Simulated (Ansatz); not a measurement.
NiO:

```
Ni O
1.0
     0.00000    2.08590    2.08590
     2.08590    0.00000    2.08590
     2.08590    2.08590    0.00000
Ni O
1 1
Direct
  0.00000 0.00000 0.00000
  0.50000 0.50000 0.50000
```

Base run:

- Program: Ansatz 0.2.0
- Functional: PBE
- Potentials or basis: Ansatz PAW
- Cutoff: 420 eV (not typed: the program's choice for these potentials)
- k mesh: 11 × 11 × 11
- Occupations: fermi-dirac, width 0.05 eV
- Spin: collinear spin, ferromagnetic start
- Starting moments: [1.0, 0.0] μB

Its results: band gap on the k mesh none (metal or under the smearing width); pressure 5.7 GPa; net moment 1.73 μB per cell; site moments Ni +1.40; O +0.27 μB.

Question: The run is repeated on the same cell with these changes: hubbard terms from none to Ni d U = 4 eV; hubbard projectors from none to ortho-atomic (the default). What comes out?

Answer: Band gap on the k mesh 1.25 eV, indirect (least direct gap 2.03 eV); pressure 12.3 GPa; net moment 2.00 μB per cell; site moments Ni +1.68; O +0.25 μB.

The U term pushes filled and empty states of the shell apart.

Caveats: a cell with one magnetic atom can't hold antiferromagnetic order, which such compounds often take; the density of states is complete only up to the lowest level of the last band computed; semilocal functionals often make such compounds metallic where correlation or magnetic order opens a gap, which also shifts bond lengths (some runs); the magnetic or orbital state may not be the lowest (some runs); odd divisions of the mesh miss points on the zone boundary, where band edges often lie, so the gap on the mesh can be too wide (some runs).

A k mesh can miss the band edges.
